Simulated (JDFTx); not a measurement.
Crystal: CdF2.

```xyz
3
Lattice="0.0000 2.6940 2.6940 2.6940 0.0000 2.6940 2.6940 2.6940 0.0000" Properties=species:S:1:pos:R:3 pbc="T T T"
Cd    0.0000    0.0000    0.0000
F     4.0410    4.0410    4.0410
F     1.3470    1.3470    1.3470
```

Base run:

* Program: JDFTx 1.7.0 (patched build)
* Functional: PBEsol
* Potentials or basis: PseudoDojo-SR-PBEsol-0.4.1-standard with smoothed tails
* Cutoff: 1388 eV
* Density cutoff: 11102 eV
* k mesh: 9 × 9 × 9
* Occupations: fermi-dirac, width 0.05 eV
* Spin: no spin polarisation

Its results: band gap on the k mesh 2.98 eV, indirect (least direct gap 3.44 eV); pressure -0.4 GPa.

Problem. The run is repeated on the same cell with these changes: functional from PBEsol to LDA; potentials or basis from PseudoDojo-SR-PBEsol-0.4.1-standard with smoothed tails to PseudoDojo-SR-LDA-0.4.1-standard with smoothed tails. What comes out?

Solution. Band gap on the k mesh 2.85 eV, indirect (least direct gap 3.29 eV); pressure -5.8 GPa.

Caveats: an odd mesh through Γ misses points on the zone boundary, where band edges often lie; the empty levels aren't tightly converged (some runs).

Not every run made on this cell is shown here.
